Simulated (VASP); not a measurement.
Runs of VASP 6.6.1 on BAs. The structure is cubic, space group F-43m (No. 216). Conventional cell: a = 4.817 Å, b = 4.817 Å, c = 4.817 Å, α = 90.00°, β = 90.00°, γ = 90.00°. Around B (site symmetry -43m) lie 4 As at 2.09 Å. Around As (site symmetry -43m) lie 4 B at 2.09 Å. 

```tsv
potentials or basis	cell	k mesh	cutoff (eV)	mesh quality	gap on the mesh (eV)	pressure (GPa)
VASP PAW PBE potentials, release 64 (B, As)	atoms relaxed from: a relaxed cell with its volume scaled by 0.96	10 × 10 × 10	600	not flagged	1.16	5.9
VASP PAW PBE potentials, release 64 (B_s, As)	atoms relaxed from: a relaxed cell with its volume scaled by 0.96	5 × 5 × 5	300	coarse	(a)	-
VASP PAW PBE potentials, release 64 (B, As)	atoms relaxed from: a relaxed cell with its volume scaled by 1.06	10 × 10 × 10	600	not flagged	(b)	-6.8
VASP PAW PBE potentials, release 64 (B_s, As)	atoms relaxed	5 × 5 × 5	300	coarse	1.20	-
VASP PAW PBE potentials, release 64 (B_s, As)	atoms relaxed from: a relaxed cell with its volume scaled by 1.02	5 × 5 × 5	300	coarse	1.22	-
```

Alike in all rows: task relaxation of the atoms; level PBE; no spin polarisation; smearing gaussian 0.03 eV.

Problem. Estimate the missing entries.

Solution. (a) 1.15; (b) 1.26.

Caveats: some runs use coarse meshes; the relaxation stopped at its first step, so nothing moved; the cutoff is under 1.25 times the usual one of these potentials, so pressure, stress and relaxed cells hold a basis-set (Pulay) error (some runs); an odd mesh through Γ misses points on the zone boundary, where band edges often lie (some runs).

A k mesh can miss the band edges, and the runs leave out spin-orbit coupling on As.
